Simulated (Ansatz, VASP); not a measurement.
AlN: VASP beside Ansatz

```xyz
4
Lattice="3.1504 0.0000 0.0000 -1.5752 2.7283 0.0000 0.0000 0.0000 5.3391" Properties=species:S:1:pos:R:3 pbc="T T T"
Al    0.0000    1.8189    0.0243
Al    1.5752    0.9094    2.6938
N     0.0000    1.8189    2.0313
N     1.5752    0.9094    4.7009
```

Alike in both runs: functional LDA; k mesh 9 × 9 × 6; occupations gaussian, width 0.05 eV; no spin polarisation.

Ansatz relaxed the structure, and its values are those at the end. VASP's run is a single point on that final structure, the one shown.

|  | VASP | Ansatz |
| --- | --- | --- |
| version | VASP 6.6.1 | Ansatz 0.2.0 |
| potentials or method | VASP PAW LDA potentials, release 64 (Al, N) | scalar-relativistic, plane waves, PAW |
| plane-wave cutoff (eV) | 520 | 520 |
| valence electrons in the cell | 16 | 16 |

|  | VASP | Ansatz | Ansatz less VASP |
| --- | --- | --- | --- |
| gap on the k mesh at the Fermi level (eV) | 3.39 | 3.39 | -0.003 |
| least direct gap on the mesh (eV) | 3.39 | 3.39 | -0.003 |
| pressure (GPa) | -18.7 | -19.0 | -0.34 |
| rms of the force components (eV/Å) | 0.006 | 0.000 | -0.0062 |

Ansatz warned: «pseudo_functional_mismatch».

Caveats: so large a pressure means that the cell lies far from this level's equilibrium, or that cutoff or potentials fall short (VASP).
